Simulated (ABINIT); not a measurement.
A run of ABINIT 10.8.3 (patched build):

Contents of run.abi:

```
# Pseudopotentials
pp_dirpath "./"
pseudos "P.upf"

# Structure
acell 3*1.0 Angstrom
rprim
     3.2837277200     0.0000000000     0.0000000000
     0.0000000000    34.8570309900     0.0000000000
     0.0000000000     0.0000000000     4.6320847100
ntypat 1
znucl 15
natom 4
typat 1 1 1 1
xred
     0.5000000000     0.9702614300     0.9078492800
     0.5000000000     0.0297385700     0.0921507200
     0.0000000000     0.0297385700     0.4078492800
     0.0000000000     0.9702614300     0.5921507200
chkprim 0
chksymtnons 0
tolsym 1.0e-6

# Plane-wave basis
ecut 18.0

# k points
kptopt 1
ngkpt 6 1 4
nshiftk 1
shiftk 0.0 0.0 0.0

# Exchange and correlation
ixc 7

# Bands and occupations
nband 14
occopt 3
tsmear 0.00183747

# SCF cycle
nstep 100
tolvrs 1.0e-10

# Output
iomode 3
prtwf 0
prtden 0
prteig 0
prtebands 0
prtvol 2
```

Potentials or basis: PseudoDojo NC SR LDA v0.4.1 standard.

Command:

```sh
$ mpirun --bind-to none -np 4 abinit run.abi > log 2>&1
```

Hardware: 4 MPI ranks on Arm Neoverse V1, on a shared host.

Problem. Estimate the wall time of this run.

Solution. Wall time 73 s on 4 MPI ranks on Arm Neoverse V1, with other jobs on the host, peak memory 0.44 GiB a rank. Counts: scf iterations 53, mpi ranks 4, k points 12, bands 14, plane waves 13102.
